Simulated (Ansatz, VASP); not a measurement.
GaSb: VASP beside Ansatz

```xyz
2
Lattice="0.0000 3.0590 3.0590 3.0590 0.0000 3.0590 3.0590 3.0590 0.0000" Properties=species:S:1:pos:R:3 pbc="T T T"
Sb    4.5885    4.5885    4.5885
Ga    0.0000    0.0000    0.0000
```

Alike in both runs: functional LDA; k mesh 8 × 8 × 8; occupations fermi-dirac, width 0.05 eV; no spin polarisation.

```csv
,VASP,Ansatz
version,VASP 6.6.1,Ansatz 0.2.0
potentials or method,"VASP PAW LDA potentials, release 64 (Sb, Ga_d)",Ansatz PAW
plane-wave cutoff (eV),520,420
valence electrons in the cell,18,28
task,single point,density of states
```

Ansatz gave:

```
gap on the k mesh at the Fermi level (eV) : none
pressure (GPa)                            : -1.7
```

What did VASP give for the same quantities?

gap on the k mesh at the Fermi level (eV): none; pressure (GPa): -1.6.

A gap of «none» marks a metal or a gap that the smearing closes. The two sets of potentials don't hold the same shells in valence.

Caveats: this crystal is a semiconductor, whose small gap the functional closes, so the metal is an error of the method; the PAW data sets come from PBE, with cores solved anew for the run's functional, which leaves a small shift of forces and pressure (Ansatz); the density of states is complete only up to the lowest level of the last band computed (Ansatz). Spin-orbit coupling is left out, which matters for the levels of Sb.
